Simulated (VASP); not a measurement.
Wanted: the native input for a VASP 6.6.1 run.

```yaml
Task: band structure
Functional: PBE
Potentials_or_basis: VASP PAW PBE potentials, release 64 (Al, As)
Cutoff: 520 eV
k_mesh: 8 × 8 × 8
Occupations: gaussian, width 0.03 eV
Spin: no spin polarisation
Grid_for_exact_exchange_PRECFOCK: Fast
Further_INCAR_settings: ALGO = Fast; EDIFF = 1e-06; NBANDS = 11
```

The structure of AlAs lies in POSCAR:

```
AlAs                                    
1.0
    0.0000000000      2.8408844734      2.8408844734
    2.8408844734      0.0000000000      2.8408844734
    2.8408844734      2.8408844734      0.0000000000
  Al              As            
     1     1
Direct
     0.0000000000000000    0.0000000000000000    0.0000000000000000
     0.2500000000000000    0.2500000000000000    0.2500000000000000
```

The input as run:

INCAR

```
PREC = Accurate ; ENCUT = 520
EDIFF = 1E-6 ; ISMEAR = 0
SIGMA = 0.03 ; LREAL = False
LASPH = True ; NELM = 80
ALGO = Fast ; ISIF = 2
LWAVE = False ; LCHARG = False
GGA = PE ; NBANDS = 11
KPAR = 8
```

KPOINTS

```
regular mesh
0
Gamma
  8 8 8
```

KPOINTS_OPT

```
explicit points
6
Reciprocal
 0.0000000000  0.0000000000  0.0000000000 1
 0.3750000000  0.3750000000  0.7500000000 1
 0.5000000000  0.5000000000  0.5000000000 1
 0.6250000000  0.2500000000  0.6250000000 1
 0.5000000000  0.2500000000  0.7500000000 1
 0.5000000000  0.0000000000  0.5000000000 1
```

Potentials or basis: VASP PAW PBE potentials, release 64 (Al, As).

Run with:

```bash
$ cat potpaw_PBE.64/Al/POTCAR potpaw_PBE.64/As/POTCAR > POTCAR
$ mpirun -np 8 vasp_std > vasp.out
```

It gave:

The pressure is 1.9 GPa. The band gap on the k mesh is 1.45 eV, indirect (least direct gap 1.97 eV) and the band gap along the path is 1.45 eV, indirect (least direct gap 1.97 eV).

Wall time 4.8 s on 8 MPI ranks on Intel(R) Xeon(R) Platinum 8488C (Sapphire Rapids) (shared host), peak memory 0.18 GiB a rank.
